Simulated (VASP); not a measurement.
Input of a VASP 6.6.1 run:

Contents of POSCAR:

```
CdTe
1.0
    0.0000000000      3.2779729120      3.2779729120
    3.2779729120      0.0000000000      3.2779729120
    3.2779729120      3.2779729120      0.0000000000
Te Cd
1 1
Direct
    0.7500000000      0.7500000000      0.7500000000
    0.0000000000      0.0000000000      0.0000000000
```

Contents of INCAR.step1:

```
SYSTEM = CdTe
PREC = Accurate
ENCUT = 520
ISMEAR = -1
SIGMA = 0.05
LREAL = .FALSE.
LASPH = .TRUE.
NELM = 80
NBANDS = 16
GGA = PE
ALGO = Normal
EDIFF = 1E-4
LWAVE = .TRUE.
LCHARG = .FALSE.
```

The input INCAR.step2:

```
SYSTEM = CdTe
PREC = Accurate
ENCUT = 520
EDIFF = 1E-7
ISMEAR = -1
SIGMA = 0.05
LREAL = .FALSE.
LASPH = .TRUE.
NELM = 80
ALGO = Normal
ISIF = 2
LWAVE = .FALSE.
LCHARG = .FALSE.
METAGGA = R2SCAN
LMIXTAU = .TRUE.
NBANDS = 16
ISTART = 1
```

Contents of KPOINTS:

```
Automatic mesh
0
G
  7 7 7
  0 0 0
```

Potentials or basis: VASP PAW PBE potentials, release 64 (Te, Cd).

Run with:

```sh
$ cat potpaw_PBE.64/Te/POTCAR potpaw_PBE.64/Cd/POTCAR > POTCAR
$ cp INCAR.step1 INCAR
$ mpirun -np 1 vasp_std > vasp.out
$ cp INCAR.step2 INCAR
$ mpirun -np 1 vasp_std > vasp.out
```

Task: Predict the pressure.

Result: 0.1 GPa.

Task: Predict the band gap on the k mesh.

Result: 1.16 eV, direct.

Caveat: the PAW data sets were made with another functional, which shifts forces and pressure a little; spin-orbit coupling is left out, which moves the levels of the heavy elements.

**Measured values to compare with.**

A printed reference work, data compilation reports, for a bulk crystal of CdTe at 0 K: band gap 1.607 eV.

Against the measured gap of CdTe, 1.607 eV (0 K; a printed reference work, data compilation), the calculated 1.16 eV is off by -0.45 eV. Spin-orbit coupling on Cd, Te is left out. The value is that of r2SCAN, without temperature or zero-point motion.
